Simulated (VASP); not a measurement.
Runs of VASP 6.6.1 on CaSe. Symmetry: Fm-3m, No. 225, cubic system. Conventional cell: a = 5.912 Å, b = 5.912 Å, c = 5.912 Å, α = 90.00°, β = 90.00°, γ = 90.00°. Se (site symmetry m-3m) is surrounded by 6 Ca at 2.96 Å. Around Ca (site symmetry m-3m) lie 6 Se at 2.96 Å. 

```tsv
level	potentials or basis	gap on the mesh (eV)
LDA	VASP PAW LDA potentials, release 64 (Se, Ca_sv)	1.86
PBEsol	VASP PAW PBE potentials, release 64 (Se, Ca_sv)	1.92
r2SCAN	VASP PAW PBE potentials, release 64 (Se, Ca_sv)	2.49
TB-mBJ	VASP PAW PBE potentials, release 64 (Se, Ca_sv)	(a)
```

Alike in all rows: task band structure; no spin polarisation; cell as given; k mesh 8 × 8 × 8; cutoff (eV) 520; smearing gaussian 0.02 eV.

Estimate the missing entries.

(a) 2.86.

A k mesh can miss the band edges, and the runs leave out spin-orbit coupling on Se.
